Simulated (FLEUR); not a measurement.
# CuO (P4/mmm) in FLEUR: settings compared

Aim: see how the results for CuO move with the level of theory and the settings. Levels: LDA, PBEsol, r2SCAN. Tasks: band structure.

Program: FLEUR MaX-R8.1 (later development tree). These are calculated values, not measurements. Logs are shortened: lines on timing, memory, paths and dates and some standing lists are left out, and cuts for length are marked.

**1. Starting point**

It takes space group P4/mmm (No. 123, tetragonal). Conventional cell: a = 4.161 Å, b = 4.161 Å, c = 3.888 Å, α = 90.00°, β = 90.00°, γ = 90.00°. Around Cu (site symmetry mmm) lie 4 O at 1.94 to 2.08 Å. Around Cu (site symmetry 4/mmm) lie 6 O at 1.94 to 2.08 Å. O (site symmetry 4/mmm) is surrounded by 6 Cu at 1.94 to 2.08 Å. O (site symmetry mmm) is surrounded by 4 Cu at 1.94 to 2.08 Å.

Measurements of this composition are mostly on another form, of space group No. 15.

**2. Band structure, LDA**

inp.xml reads:

```xml
<?xml version="1.0" encoding="UTF-8" standalone="no"?>
<fleurInput fleurInputVersion="0.39">
   <comment>
      CuO                                                                                                 
   </comment>
   <calculationSetup>
      <cutoffs Kmax="5.13" Gmax="15.9" GmaxXC="15.9" numbands="0"/>
      <scfLoop itmax="60" minDistance="0.00001" maxIterBroyd="15" imix="Anderson" alpha="0.05" precondParam="0.0" spinf="2.0" sdNocoIR="T"/>
      <coreElectrons ctail="T" frcor="F" kcrel="0" coretail_lmax="0"/>
      <xcFunctional name="vwn" relativisticCorrections="F"/>
      <magnetism jspins="1"/>
      <soc l_soc="F" theta="0.0" phi="0.0" spav="F"/>
      <expertModes spex="0" secvar="F"/>
      <geometryOptimization l_f="F" forcealpha="1.0" forcemix="BFGS" epsdisp="0.00001" epsforce="0.00001"/>
      <ldaU l_linMix="F" mixParam="0.05" spinf="1.0"/>
   </calculationSetup>
   <cell>
      <bzIntegration valenceElectrons="75.0" mode="hist" fermiSmearingEnergy="0.00183747">
         <kPointListSelection listName="default-1"/>
         <!-- k-points included here -->
         <xi:include xmlns:xi="http://www.w3.org/2001/XInclude" href="kpts.xml"> </xi:include>
      </bzIntegration>
      <!-- symmetry operations included here -->
[... 43 lines left out ...]
         <relPos label="                   2">.0000000000 1.000/2.000 1.000/2.000</relPos>
         <force calculate="T" relaxXYZ="TTT"/>
      </atomGroup>
      <atomGroup species="Copper (Cu)">
         <relPos label="                   3">.0000000000 .0000000000 .0000000000</relPos>
         <force calculate="T" relaxXYZ="TTT"/>
      </atomGroup>
      <atomGroup species="Oxygen (O)">
         <relPos label="                   4">.0000000000 .0000000000 1.000/2.000</relPos>
         <force calculate="T" relaxXYZ="TTT"/>
      </atomGroup>
      <atomGroup species="Oxygen (O)">
         <relPos label="                   5">1.000/2.000 .0000000000 .0000000000</relPos>
         <relPos label="                   6">.0000000000 1.000/2.000 .0000000000</relPos>
         <force calculate="T" relaxXYZ="TTT"/>
      </atomGroup>
   </atomGroups>
   <output dos="F" band="F" slice="F">
      <checks vchk="F" cdinf="F"/>
      <bandDOS minEnergy="-.5*Htr" maxEnergy="0.5*Htr" sigma="0.015" storeEVData="T"/>
      <vacuumDOS vacdos="F" integ="F" star="F" nstars="0" locx1="0.0" locy1="0.0" locx2="0.0" locy2="0.0" nstm="0" tworkf="0.0"/>
      <unfoldingBand unfoldBand="F" supercellX="1" supercellY="1" supercellZ="1"/>
      <plotting iplot="0" polar="F">
         <plot TwoD="T" vec1="  1.0  0.0  0.0" vec2="  0.0  1.0  0.0" vec3="  0.0  0.0  1.0" zero="  0.0  0.0  0.0" file="plot"/>
      </plotting>
      <chargeDensitySlicing numkpt="0" minEigenval="0.0" maxEigenval="0.0" nnne="0" pallst="F"/>
      <specialOutput eonly="F"/>
      <moessbauerParams electricFieldGradient="T" isomerShift="T" coreHyperfine="T" valenceHyperfine="T"/>
      <magneticCircularDichroism mcd="F" energyLo="-10.0" energyUp="0.0"/>
   </output>
  <!-- We include the file relax.xml here to enable relaxations (see documentation) -->
  <xi:include xmlns:xi="http://www.w3.org/2001/XInclude" href="relax.xml"> <xi:fallback/> </xi:include>
</fleurInput>
```

crystal.txt reads:

```
CuO
&input cartesian=F /
4.1609370000  0.0000000000  0.0000000000
0.0000000000  4.1609370000  0.0000000000
0.0000000000  0.0000000000  3.8876430000
1.8897261246
1.0 1.0 1.0

6
29 0.5000000000  0.0000000000  0.5000000000
29 0.0000000000  0.5000000000  0.5000000000
29 0.0000000000  0.0000000000  0.0000000000
8 0.0000000000  0.0000000000  0.5000000000
8 0.5000000000  0.0000000000  0.0000000000
8 0.0000000000  0.5000000000  0.0000000000

&kpt div1=7 div2=7 div3=7 gamma=T /
```

inp.xml (bands) reads:

```
<?xml version="1.0" encoding="UTF-8" standalone="no"?>
<fleurInput fleurInputVersion="0.39">
   <comment>
      CuO                                                                                                 
   </comment>
   <calculationSetup>
      <cutoffs Kmax="5.13" Gmax="15.9" GmaxXC="15.9" numbands="0"/>
      <scfLoop itmax="60" minDistance="0.00001" maxIterBroyd="15" imix="Anderson" alpha="0.05" precondParam="0.0" spinf="2.0" sdNocoIR="T"/>
      <coreElectrons ctail="T" frcor="F" kcrel="0" coretail_lmax="0"/>
      <xcFunctional name="vwn" relativisticCorrections="F"/>
      <magnetism jspins="1"/>
      <soc l_soc="F" theta="0.0" phi="0.0" spav="F"/>
      <expertModes spex="0" secvar="F"/>
      <geometryOptimization l_f="F" forcealpha="1.0" forcemix="BFGS" epsdisp="0.00001" epsforce="0.00001"/>
      <ldaU l_linMix="F" mixParam="0.05" spinf="1.0"/>
   </calculationSetup>
   <cell>
      <bzIntegration valenceElectrons="75.0" mode="hist" fermiSmearingEnergy="0.00183747">
         <kPointListSelection listName="path-1"/>
         <!-- k-points included here -->
         <xi:include xmlns:xi="http://www.w3.org/2001/XInclude" href="kpts.xml"> </xi:include>
      </bzIntegration>
      <!-- symmetry operations included here -->
      <xi:include xmlns:xi="http://www.w3.org/2001/XInclude" href="sym.xml"> </xi:include>
      <bulkLattice scale="1.0">
         <bravaisMatrix>
[... 41 lines left out ...]
         <force calculate="T" relaxXYZ="TTT"/>
      </atomGroup>
      <atomGroup species="Copper (Cu)">
         <relPos label="                   3">.0000000000 .0000000000 .0000000000</relPos>
         <force calculate="T" relaxXYZ="TTT"/>
      </atomGroup>
      <atomGroup species="Oxygen (O)">
         <relPos label="                   4">.0000000000 .0000000000 1.000/2.000</relPos>
         <force calculate="T" relaxXYZ="TTT"/>
      </atomGroup>
      <atomGroup species="Oxygen (O)">
         <relPos label="                   5">1.000/2.000 .0000000000 .0000000000</relPos>
         <relPos label="                   6">.0000000000 1.000/2.000 .0000000000</relPos>
         <force calculate="T" relaxXYZ="TTT"/>
      </atomGroup>
   </atomGroups>
   <output dos="F" band="T" slice="F">
      <checks vchk="F" cdinf="F"/>
      <bandDOS minEnergy="-.5*Htr" maxEnergy="0.5*Htr" sigma="0.015" storeEVData="T"/>
      <vacuumDOS vacdos="F" integ="F" star="F" nstars="0" locx1="0.0" locy1="0.0" locx2="0.0" locy2="0.0" nstm="0" tworkf="0.0"/>
      <unfoldingBand unfoldBand="F" supercellX="1" supercellY="1" supercellZ="1"/>
      <plotting iplot="0" polar="F">
         <plot TwoD="T" vec1="  1.0  0.0  0.0" vec2="  0.0  1.0  0.0" vec3="  0.0  0.0  1.0" zero="  0.0  0.0  0.0" file="plot"/>
      </plotting>
      <chargeDensitySlicing numkpt="0" minEigenval="0.0" maxEigenval="0.0" nnne="0" pallst="F"/>
      <specialOutput eonly="F"/>
      <moessbauerParams electricFieldGradient="T" isomerShift="T" coreHyperfine="T" valenceHyperfine="T"/>
      <magneticCircularDichroism mcd="F" energyLo="-10.0" energyUp="0.0"/>
   </output>
  <!-- We include the file relax.xml here to enable relaxations (see documentation) -->
  <xi:include xmlns:xi="http://www.w3.org/2001/XInclude" href="relax.xml"> <xi:fallback/> </xi:include>
</fleurInput>
```

Potentials or basis: all-electron, FLAPW.

Run with:

```sh
> inpgen -f crystal.txt -profile fastHighL
> # inp.xml edited to the form shown
> fleur_MPI
> fleur_MPI   # second run, on inp.xml (bands)
```

Output:

```text
Welcome to FLEUR        (www.flapw.de)
      MaX-Release 8.1          (www.max-centre.eu)

 ========== k-point set info ==========
 Selected k-point list: default-1
 k-point list type: mesh
 7 x 7 x 7
 Number of k points: 40

 ------------Calculation Setup---------------------------
 Number of MPI-tasks      :            1
 Number of PE/node        :            1
 Number of OMP-threads    :            1
 Most efficient MPI parallelization for:
           1           2           4           5           8          10          20          40
 Additional eigenvalue parallelization possible
 Number of basis functions:         1266
 Approximate size of matrices (H+S) per k-point:         0.024 GB
 --------------------------------------------------------
 Iteration:     1   Distance:      46.71100435 me/bohr^3
 Iteration:     2   Distance:      35.32193772 me/bohr^3
 Iteration:     3   Distance:      14.57320859 me/bohr^3
 Iteration:     4   Distance:      12.81662981 me/bohr^3
 Iteration:     5   Distance:       6.08133297 me/bohr^3
 Iteration:     6   Distance:       4.50092817 me/bohr^3
 Iteration:     7   Distance:       2.51368954 me/bohr^3
 Iteration:     8   Distance:       1.72462466 me/bohr^3
 Iteration:     9   Distance:       1.03424450 me/bohr^3
 Iteration:    10   Distance:       0.88197851 me/bohr^3
[... 6 lines left out ...]
 Iteration:    17   Distance:       0.01144281 me/bohr^3
 Iteration:    18   Distance:       0.00928240 me/bohr^3
 Iteration:    19   Distance:       0.00141200 me/bohr^3
 Iteration:    20   Distance:       0.00089342 me/bohr^3
 Iteration:    21   Distance:       0.00066421 me/bohr^3
 Iteration:    22   Distance:       0.00025068 me/bohr^3
 Iteration:    23   Distance:       0.00007769 me/bohr^3
 Iteration:    24   Distance:       0.00001416 me/bohr^3
 Iteration:    25   Distance:       0.00001065 me/bohr^3
 Iteration:    26   Distance:       0.00000121 me/bohr^3

 ********************************************************************
 Run finished successfully
 Stop message:
   all done
 ********************************************************************
```

It took 15 min on 1 thread of Arm Neoverse V1, shared host; peak memory 0.13 GiB.

What came out:

```yaml
Free_energy: -141003.1830 eV
Band_gap_along_the_path: none (metal or under the smearing width)
Valence_electrons_inside_the_program's_atomic_spheres: Cu 17.08, 17.05; O 4.65, 4.60 (radii Cu 1.91, O 1.46 bohr)
```

Levels at the corners of the path, in eV from the Fermi level:
```
point  band 34  band 35  band 36  band 37  band 38  band 39  band 40  band 41  band 42  band 43
    Γ    -1.73    -1.53    -1.50    -1.46    -1.46    -1.40     1.25     5.89     7.36     8.68
    X    -1.66    -1.56    -1.52    -0.97    -0.75    -0.66     3.73     3.91     8.29     8.45
    M    -1.47    -1.38    -0.74    -0.49    -0.49     0.94     3.54     6.16     6.16     8.32
    Γ    -1.73    -1.53    -1.50    -1.46    -1.46    -1.40     1.25     5.89     7.36     8.68
    Z    -1.15    -1.15    -0.78    -0.17    -0.17    -0.03     5.03     6.64     7.55     7.55
    R    -1.09    -0.87    -0.44    -0.06     1.16     1.22     4.58     6.40     7.43     8.07
    A    -0.37     0.19     1.20     1.20     1.27     1.27     1.82     6.85     8.17     8.17
    Z    -1.15    -1.15    -0.78    -0.17    -0.17    -0.03     5.03     6.64     7.55     7.55
    X    -1.66    -1.56    -1.52    -0.97    -0.75    -0.66     3.73     3.91     8.29     8.45
    R    -1.09    -0.87    -0.44    -0.06     1.16     1.22     4.58     6.40     7.43     8.07
    M    -1.47    -1.38    -0.74    -0.49    -0.49     0.94     3.54     6.16     6.16     8.32
    A    -0.37     0.19     1.20     1.20     1.27     1.27     1.82     6.85     8.17     8.17
```

Core levels (eV from the Fermi level):
| atom | levels |
| --- | --- |
| 1 Cu | 1s1/2 -8828.3, 2s1/2 -1057.4, 2p1/2 -927.2, 2p3/2 -906.7 |
| 2 Cu | 1s1/2 -8828.3, 2s1/2 -1057.4, 2p1/2 -927.2, 2p3/2 -906.7 |
| 3 Cu | 1s1/2 -8828.8, 2s1/2 -1057.9, 2p1/2 -927.7, 2p3/2 -907.2 |
| 4 O | 1s1/2 -503.1 |
| 5 O | 1s1/2 -501.7 |
| 6 O | 1s1/2 -501.7 |

Caveat: an odd number of electrons without spin polarisation forces a metal; a magnetic or distorted state may lie lower; the run has no spin polarisation, though such a crystal can be magnetic; semilocal functionals often make such compounds metallic where correlation or magnetic order opens a gap, which also shifts bond lengths.

**3. Band structure, PBEsol**

Changes to inp.xml since step 2:

```diff
@@ -9,3 +9,3 @@
       <coreElectrons ctail="T" frcor="F" kcrel="0" coretail_lmax="0"/>
-      <xcFunctional name="vwn" relativisticCorrections="F"/>
+      <xcFunctional name="PBEs" relativisticCorrections="F"/>
       <magnetism jspins="1"/>
```

crystal.txt is that of step 2.

Changes to inp.xml (bands) since step 2:

```diff
@@ -9,3 +9,3 @@
       <coreElectrons ctail="T" frcor="F" kcrel="0" coretail_lmax="0"/>
-      <xcFunctional name="vwn" relativisticCorrections="F"/>
+      <xcFunctional name="PBEs" relativisticCorrections="F"/>
       <magnetism jspins="1"/>
```

Potentials or basis: all-electron, FLAPW.

Run with:

```sh
> inpgen -f crystal.txt -profile fastHighL
> # inp.xml edited to the form shown
> fleur_MPI
> fleur_MPI   # second run, on inp.xml (bands)
```

Run time: 17 min. Hardware: 1 thread of Arm Neoverse V1, shared host; peak memory 0.13 GiB.

The run converged. Its results:

| Quantity | Value |
| --- | --- |
| Free energy | -141117.6325 eV |
| Band gap along the path | none (metal or under the smearing width) |
| Valence electrons inside the program's atomic spheres | Cu 17.07, 17.04; O 4.66, 4.61 (radii Cu 1.91, O 1.46 bohr) |

Levels at the corners of the path, in eV from the Fermi level:
| point | band 36 | band 37 | band 38 | band 39 | band 40 | band 41 |
| --- | --- | --- | --- | --- | --- | --- |
| Γ | -1.48 | -1.48 | -1.48 | -1.38 | 1.22 | 5.94 |
| X | -1.50 | -0.99 | -0.74 | -0.66 | 3.73 | 3.90 |
| M | -0.77 | -0.48 | -0.48 | 0.95 | 3.52 | 6.18 |
| Γ | -1.48 | -1.48 | -1.48 | -1.38 | 1.22 | 5.94 |
| Z | -0.77 | -0.19 | -0.19 | 0.00 | 5.04 | 6.63 |
| R | -0.45 | -0.08 | 1.17 | 1.23 | 4.57 | 6.40 |
| A | 1.21 | 1.21 | 1.28 | 1.28 | 1.80 | 6.80 |
| Z | -0.77 | -0.19 | -0.19 | 0.00 | 5.04 | 6.63 |
| X | -1.50 | -0.99 | -0.74 | -0.66 | 3.73 | 3.90 |
| R | -0.45 | -0.08 | 1.17 | 1.23 | 4.57 | 6.40 |
| M | -0.77 | -0.48 | -0.48 | 0.95 | 3.52 | 6.18 |
| A | 1.21 | 1.21 | 1.28 | 1.28 | 1.80 | 6.80 |

Core levels (eV from the Fermi level):
```csv
atom,levels
1 Cu,"1s1/2 -8838.2, 2s1/2 -1058.7, 2p1/2 -927.4, 2p3/2 -907.0"
2 Cu,"1s1/2 -8838.2, 2s1/2 -1058.7, 2p1/2 -927.4, 2p3/2 -907.0"
3 Cu,"1s1/2 -8838.6, 2s1/2 -1059.2, 2p1/2 -927.9, 2p3/2 -907.5"
4 O,1s1/2 -505.3
5 O,1s1/2 -503.9
6 O,1s1/2 -503.9
```

Caveat: an odd number of electrons without spin polarisation forces a metal; a magnetic or distorted state may lie lower; the run has no spin polarisation, though such a crystal can be magnetic; semilocal functionals often make such compounds metallic where correlation or magnetic order opens a gap, which also shifts bond lengths.

[end of part 1 of 2]
